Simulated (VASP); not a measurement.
The system is Te.

```
Te
1.0
     4.46253    0.00000    0.00000
    -2.23127    3.86467    0.00000
     0.00000    0.00000    5.85488
Te
3
Direct
  0.26951 0.00000 0.33333
  0.00000 0.26951 0.66667
  0.73049 0.73049 0.00000
```

The cell isn't the ideal one: a relaxed cell with its volume scaled by 0.96.

| Quantity | Value |
| --- | --- |
| Program | VASP 6.6.1 |
| Task | relaxation of shape and atoms at fixed volume |
| Functional | PBE |
| Potentials or basis | VASP PAW PBE potentials, release 64 (Te) |
| Cutoff | 300 eV |
| k mesh | 5 × 5 × 3 |
| Occupations | gaussian, width 0.03 eV |
| Spin | no spin polarisation |

At the start: pressure 2.0 GPa; volume 33.66 Å³/atom.

**Question.** Where does the relaxation end?

**Answer.** Over 6 steps the energy falls by 4.7 meV/atom; space group P3_121 (No. 152, to 0.05 Å).

The path:
```tsv
step	energy change (eV)	largest force (eV/Å)	pressure (GPa)
1	0.0000	0.2137	2.03
2	-0.0079	0.1395	1.65
3	-0.0139	0.0203	1.01
4	-0.0140	0.0096	0.95
5	-0.0140	0.0061	0.93
6	-0.0140	0.0032	0.93
```

Final structure:
```
Te
1.0
     4.42532    0.00000    0.00000
    -2.21266    3.83244    0.00000
     0.00000    0.00000    5.95374
Te
3
Cartesian
  -0.9876 3.8324 1.9846
  3.8128 1.0610 3.9692
  1.6001 2.7715 0.0000
```
